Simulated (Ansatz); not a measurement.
## ScAl$_{2}$: pressure against volume

ScAl$_{2}$, Fd-3m, a = 7.527 Å. The structure is a Materials Project entry; whether it is the stable form wasn't checked. Ansatz: PBEsol, PAW, 420 eV, Γ-centred 8×8×8 mesh on 6 atoms, Gaussian smearing 0.10 eV; no spin polarisation. Symmetry fixes shape and atoms, so the cell is only scaled; pressure is positive in compression.

| V (Å³/atom) | P (GPa) |
| --- | --- |
| 16.701 | ? |
| 17.234 | 2.98 |
| 17.767 | -0.01 |
| 18.300 | -2.58 |
| 18.833 | -4.78 |

Q: Take V0 = 17.767 Å³/atom, count pressures from its P0 = -0.01 GPa, fit the third-order Birch–Murnaghan form to the other rows, and predict the missing pressure.

A: With the Eulerian strain f = ½[(V0/V)^(2/3) − 1] and y = (P − P0)/[3f(1 + 2f)^(5/2)], the form is the line y = B0 + 1.5 B0 (B0′ − 4) f. Rows (f, y): 0.01026, 92.3; -0.00976, 92.2; -0.01905, 92.0. Means f = -0.006183, y = 92.167; Σ(Δf)² = 0.0004487, ΣΔfΔy = 0.004218; the slope is their ratio. y = 92.22 + 9.399 f GPa, so B0 = 92.2 GPa and B0′ = 4 + 2 × (9.399)/(3 × 92.22) = 4.07. At V = 16.701, f = 0.02106, y = 92.42 and P = 6.46 GPa. The run gave 6.45 GPa, so the fit is 0.01 GPa too high, a small miss on the scale of the series. The form still works here, 33 % of the fitted range beyond its end.